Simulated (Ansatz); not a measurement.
# Ta in Ansatz: the effect of target pressure

Crystal: Ta.

```
Ta
1.0
    -1.65128    1.65128    1.65128
     1.65128   -1.65128    1.65128
     1.65128    1.65128   -1.65128
Ta
1
Direct
  0.00000 0.00000 0.00000
```

Alike in all runs:

```yaml
Program: Ansatz 0.2.0
Task: relaxation of cell and atoms
Functional: PBE
Potentials_or_basis: Ansatz PAW
Cutoff: "420 eV (not typed: the program's choice for these potentials)"
k_mesh: 11 × 11 × 11
Occupations: fermi-dirac, width 0.05 eV
Spin: no spin polarisation
```

Each run relaxes the cell or the atoms first.

Question: One run gave: relaxed volume 17.42 Å³/atom. Which target pressure did it use?
A. 2 GPa
B. 0 GPa
C. 10 GPa
D. 30 GPa
E. 5 GPa

Answer: C.

| target pressure | relaxed volume (Å³/atom) |
| --- | --- |
| 0 GPa | 18.25 |
| 2 GPa | 18.06 |
| 5 GPa | 17.81 |
| 10 GPa | 17.42 |
| 20 GPa | 16.76 |
| 30 GPa | 16.20 |

Caveats: the plane-wave basis is chosen anew once the cell has moved, so the energies of steps on either side of that aren't comparable.
